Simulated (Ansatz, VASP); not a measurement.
## Fe: VASP beside Ansatz

```
Fe
1.0
     1.70008   -1.72624    0.00000
     1.70008    1.72624    0.00000
     0.00000    0.00000    3.70970
Fe
2
Cartesian
  1.7001 0.0000 1.8549
  0.0000 0.0000 0.0000
```

Alike in both runs: task single point; functional PBE; k mesh 6 × 6 × 4; occupations gaussian, width 0.1 eV; collinear spin.

```csv
,VASP,Ansatz
version,VASP 6.6.1,Ansatz 0.2.0
potentials or method,"VASP PAW PBE potentials, release 64 (Fe)","scalar-relativistic, plane waves, PAW"
plane-wave cutoff (eV),520,420
valence electrons in the cell,16,32
```

```csv
,VASP,Ansatz,Ansatz less VASP
gap on the k mesh at the Fermi level (eV),none,none,-
pressure (GPa),-0.8,-0.5,+0.31
largest component of the traceless stress (GPa),0.53,0.44,-0.094
net moment per atom (μB),0.00,0.00,0.000
size of the moment on the site where the two differ most (μB),1.71,1.66,-0.050
```

Site moments also hang on the region over which each program counts them. A gap of «none» marks a metal or a gap that the smearing closes. The functional is the same, so the differences come from potentials, cutoffs and numerics. The two sets of potentials don't hold the same shells in valence.

Caveats: the k mesh is coarse (spacing up to 0.43 Å⁻¹), so the values aren't converged.
